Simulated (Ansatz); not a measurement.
**ZrS: band structure with PBEsol**

The system is ZrS.

```
CELL_PARAMETERS angstrom
0.00000 2.62500 2.62500
2.62500 0.00000 2.62500
2.62500 2.62500 0.00000
ATOMIC_POSITIONS crystal
Zr 0.00000 0.00000 0.00000
S 0.50000 0.50000 0.50000
```

```yaml
Program: Ansatz 0.2.0
Task: band structure
Functional: PBEsol
Potentials_or_basis: all-electron PAW datasets made for the crystal
Cutoff: 240 eV (chosen from the basis error)
k_mesh: 9 × 9 × 9
Occupations: fermi-dirac, width 0.05 eV
Spin: no spin polarisation
```

```json
{
  "Pressure": "-6.4 GPa",
  "Band gap along the path": "none (metal or under the smearing width)"
}
```

Levels at the corners of the path, in eV from the Fermi level:
| point | band 5 | band 6 | band 7 | band 8 | band 9 | band 10 | band 11 | band 12 | band 13 | band 14 |
| --- | --- | --- | --- | --- | --- | --- | --- | --- | --- | --- |
| Γ | -15.76 | -3.44 | -3.44 | -3.44 | -1.30 | -1.30 | -1.30 | -0.63 | -0.63 | 1.85 |
| X | -14.90 | -6.19 | -4.39 | -4.39 | -3.39 | 0.55 | 2.42 | 2.42 | 2.81 | 3.30 |
| W | -14.60 | -6.05 | -5.85 | -5.85 | 0.08 | 0.08 | 1.81 | 2.40 | 2.44 | 7.65 |
| K | -14.62 | -6.24 | -6.06 | -5.21 | -1.42 | 1.83 | 2.03 | 2.46 | 2.57 | 5.12 |
| Γ | -15.76 | -3.44 | -3.44 | -3.44 | -1.30 | -1.30 | -1.30 | -0.63 | -0.63 | 1.85 |
| L | -14.19 | -7.96 | -5.89 | -5.89 | 1.52 | 1.52 | 1.83 | 1.93 | 5.67 | 5.67 |
| U | -14.62 | -6.24 | -6.06 | -5.21 | -1.42 | 1.83 | 2.03 | 2.46 | 2.57 | 5.12 |
| W | -14.60 | -6.05 | -5.85 | -5.85 | 0.08 | 0.08 | 1.81 | 2.40 | 2.44 | 7.65 |

Wall time 3.2 s on 1 thread of AMD EPYC 9R45 96-Core Processor (Zen 5) (shared host), peak memory 0.46 GiB.
